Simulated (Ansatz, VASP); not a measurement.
Given: the input of a run of VASP 6.6.1 on KI.

File POSCAR:

```
KI
1.0
    0.0000000000      3.5561715428      3.5561715428
    3.5561715428      0.0000000000      3.5561715428
    3.5561715428      3.5561715428      0.0000000000
I K
1 1
Direct
    0.5000000000      0.5000000000      0.5000000000
    0.0000000000      0.0000000000      0.0000000000
```

INCAR.step1

```
  PREC = Accurate
  ENCUT = 520
  ISMEAR = -1
  SIGMA = 0.05
  LREAL = F
  LASPH = T
  NELM = 80
  NBANDS = 15
  GGA = PE
  ALGO = Normal
  EDIFF = 1E-4
  LWAVE = T
  LCHARG = F
```

Contents of INCAR.step2:

```
  PREC = Accurate
  ENCUT = 520
  EDIFF = 1E-6
  ISMEAR = -1
  SIGMA = 0.05
  LREAL = F
  LASPH = T
  NELM = 80
  ALGO = Normal
  ISIF = 2
  LWAVE = F
  LCHARG = F
  METAGGA = R2SCAN
  LMIXTAU = T
  NBANDS = 15
  ISTART = 1
```

File KPOINTS:

```
Automatic mesh
0
Gamma
  7 7 7
```

Potentials or basis: VASP PAW PBE potentials, release 64 (I, K_sv).

Command:

```console
$ cat potpaw_PBE.64/I/POTCAR potpaw_PBE.64/K_sv/POTCAR > POTCAR
$ cp INCAR.step1 INCAR
$ mpirun -np 1 vasp_std > vasp.out
$ cp INCAR.step2 INCAR
$ mpirun -np 1 vasp_std > vasp.out
```

Task: Translate it to Ansatz 0.2.0. Potentials there: Ansatz PAW.

Result: As run (the cutoff follows the program's own potentials):

File input.yaml:

```yaml
crystal:
  lattice:
    - [0.0, 3.5561715428, 3.5561715428]
    - [3.5561715428, 0.0, 3.5561715428]
    - [3.5561715428, 3.5561715428, 0.0]
  atoms:
    - { symbol: I, position: [0.5, 0.5, 0.5] }
    - { symbol: K, position: [0.0, 0.0, 0.0] }
hamiltonian:
  xc: r2scan
  pseudopotentials: { kind: paw }
kpoints:
  mp_grid: { grid: [7, 7, 7] }
scf:
  occupations: { method: fermi_dirac, width: 0.05 }
output:
  forces: true
  stress: true
  eigenvalues: true
```

Potentials or basis: Ansatz PAW.

The run is started by

```bash
$ ansatz run input.yaml --threads 2 --pin off --max-ram 5632MiB --backend cpu --events-out ev --progress --plain --runs-dir out
```

Both were run:

|  | VASP | Ansatz | Ansatz less VASP |
| --- | --- | --- | --- |
| gap on the k mesh at the Fermi level (eV) | 4.56 | 4.56 | +0.003 |
| least direct gap on the mesh (eV) | 4.56 | 4.56 | +0.003 |
| pressure (GPa) | -0.1 | -0.1 | 0.00 |

The two sets of potentials don't hold the same shells in valence.

Caveats: spin-orbit coupling is left out, which moves the levels of the heavy elements; the PAW data sets were made with another functional, which shifts forces and pressure a little (VASP); an odd mesh through Γ misses points on the zone boundary, where band edges often lie (VASP); odd divisions of the mesh miss points on the zone boundary, where band edges often lie, so the gap on the mesh can be too wide (Ansatz); the PAW data sets come from PBE, with cores solved anew for the run's functional, which leaves a small shift of forces and pressure (Ansatz). r2SCAN opens gaps a little over a GGA but as a rule still falls short of measured ones.
